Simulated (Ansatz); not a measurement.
## Relaxation of Ti

Level of theory: DFT r2SCAN, scalar-relativistic, plane waves, PAW in Ansatz. Settings: 500 eV cutoff, 18×18×12 k-mesh, Gaussian smearing of 0.10 eV, no spin polarisation.

What was changed: uniaxial strain along a, with b, c and atoms relaxed: -4.0 %.

Command:

```bash
ansatz run input.yaml --threads 1 --pin off --max-ram 2560MiB --backend cpu --events-out ev --progress --plain --runs-dir out
```

Input:

```yaml
crystal:
  lattice:
    - [1.97294555, 1.97294555, 0.0]
    - [-2.0757031307, 2.0757031307, 0.0]
    - [0.0, 0.0, 4.1514062614]
  atoms:
    - { symbol: Ti, position: [0.0, 0.0, 0.0] }
    - { symbol: Ti, position: [0.5, 0.5, 0.5] }
basis:
  ecutwfc: 500
kpoints:
  mp_grid: { grid: [18, 18, 12] }
hamiltonian:
  xc: r2scan
scf:
  occupations: { method: gaussian, width: 0.1 }
output:
  forces: true
  stress: true
  eigenvalues: true
relax:
  adjacent_minimum: "off"
  f_tol: 0.008
  max_steps: 40
  cell: { stress_tol: 0.015, fix: [a, angles] }
```

F is the free energy. Steps run on the plane waves of an earlier cell, but the last one, and at times one on the way, on a freshly chosen basis, so a repeated geometry can differ a little in energy. The held parts of the cell keep their stress, so P needn't end at zero.

Steps:

| step | F − F(1) (eV) | largest force component (eV/Å) | V (Å³/atom) | P (GPa) |
| --- | --- | --- | --- | --- |
| 1 | 0.0000 | 0.000 | 17.001 | 2.39 |
| 2 | -0.0058 | 0.000 | 17.132 | 1.44 |
| 3 | -0.0060 | 0.000 | 17.030 | 2.11 |
| 4 | -0.0068 | 0.000 | 17.168 | 1.17 |
| 5 | -0.0068 | 0.000 | 17.151 | 1.28 |
| 6 | -0.0070 | 0.000 | 17.151 | 1.29 |

Relaxed structure:

```
CELL_PARAMETERS angstrom
1.97295 1.97295 0.00000
-2.03590 2.03590 0.00000
0.00000 0.00000 4.26983
ATOMIC_POSITIONS crystal
Ti 0.00000 0.00000 0.00000
Ti 0.50000 0.50000 0.50000
```

It takes space group Immm (No. 71, orthorhombic). The conventional cell has a = 2.790 Å, b = 2.879 Å, c = 4.270 Å, α = 90.00°, β = 90.00°, γ = 90.00°. Around Ti (site symmetry mmm) lie 12 Ti at 2.79 to 2.93 Å.

The run converged. Time: 8.3 min on 1 thread of Intel(R) Xeon(R) Processor @ 2.50GHz (Skylake/Cascade Lake) (shared host), peak memory 0.81 GiB.